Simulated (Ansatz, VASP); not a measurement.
One calculation of LiF, two programs

INCAR

```
ALGO = Normal
EDIFF = 1E-6
ENCUT = 520
GGA = PE
ISIF = 2
ISMEAR = -1
LASPH = T
LCHARG = F
LREAL = F
LWAVE = F
NBANDS = 12
NELM = 60
PREC = Accurate
SIGMA = 0.02
```

Contents of KPOINTS:

```
k-points
0
Gamma
  10 10 10
```

File POSCAR:

```
LiF
1.0
    0.0000000000      2.0347691723      1.9697370552
    2.0347691723      0.0000000000      1.9697370552
    2.0347691723      2.0347691723      0.0000000000
Li F
1 1
Direct
    0.0000000000      0.0000000000      0.0000000000
    0.5000000000      0.5000000000      0.5000000000
```

Input for Ansatz:

```yaml
crystal:
  lattice:
    - [0.0, 2.0347691723, 1.9697370552]
    - [2.0347691723, 0.0, 1.9697370552]
    - [2.0347691723, 2.0347691723, 0.0]
  atoms:
    - { symbol: Li, position: [0.0, 0.0, 0.0] }
    - { symbol: F, position: [0.5, 0.5, 0.5] }
kpoints:
  mp_grid: { grid: [10, 10, 10] }
  band_path:
    path:
      - [0.0, 0.0, 0.0]
      - [0.5, 0.0, 0.5]
      - [0.625, 0.25, 0.625]
      - [0.375, 0.375, 0.75]
      - [0.5, 0.5, 0.5]
      - [0.5, 0.25, 0.75]
    npoints: 1
hamiltonian:
  xc: pbe
scf:
  occupations: { method: fermi_dirac, width: 0.02 }
  n_extra_bands: 4
output:
  forces: true
  stress: true
  eigenvalues: true
```

Change from the starting cell: epitaxial_xy strain +2.0%.

Alike in both runs: task single point; functional PBE; k mesh 10 × 10 × 10; occupations fermi-dirac, width 0.02 eV; no spin polarisation.

|  | VASP | Ansatz |
| --- | --- | --- |
| version | VASP 6.6.1 | Ansatz 0.2.0 |
| potentials or method | VASP PAW PBE potentials, release 64 (Li_sv, F) | plane waves, PAW |
| plane-wave cutoff (eV) | 520 | 420 |
| valence electrons in the cell | 10 | 10 |

|  | VASP | Ansatz | Ansatz less VASP |
| --- | --- | --- | --- |
| gap on the k mesh at the Fermi level (eV) | 9.07 | 9.07 | 0.000 |

The functional is the same, so the differences come from potentials, cutoffs and numerics.

 A k mesh can miss the band edges.
